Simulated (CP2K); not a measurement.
NaI:

```xyz
2
Lattice="4.5770 0.0000 0.0000 2.2885 3.9638 0.0000 2.2885 1.3213 3.7371" Properties=species:S:1:pos:R:3 pbc="T T T"
I     4.5770    2.6425    1.8685
Na    0.0000    0.0000    0.0000
```

Base run:

| Quantity | Value |
| --- | --- |
| Program | CP2K 2026.2 |
| Functional | HLE16 |
| Potentials or basis | POTENTIAL_UZH I GTH-PBE-q7, Na GTH-PBE-q9; TZVP-MOLOPT-PBE-GTH basis |
| Density cutoff | 19048 eV |
| k mesh | 7 × 7 × 7 |
| Occupations | fermi-dirac, width 0.05 eV |
| Spin | no spin polarisation |

Its results: band gap on the k mesh 5.55 eV, direct; pressure 1.4 GPa.

Problem. After a change of settings the same cell gave: band gap on the k mesh 4.45 eV, direct; pressure 0.0 GPa. Which change was it?
A. functional from HLE16 to BLYP
B. functional from HLE16 to LDA
C. functional from HLE16 to MS2
D. functional from HLE16 to WC

Solution. C.

Caveats: the potentials were made for another functional, which shifts forces and pressure; spin-orbit coupling is left out, which moves the levels of the heavy elements; the basis of atomic orbitals isn't converged, which shifts pressures, moduli and gaps; the potentials were made for a functional far from this one (some runs).

Runs at the PBE level aren't shown here.
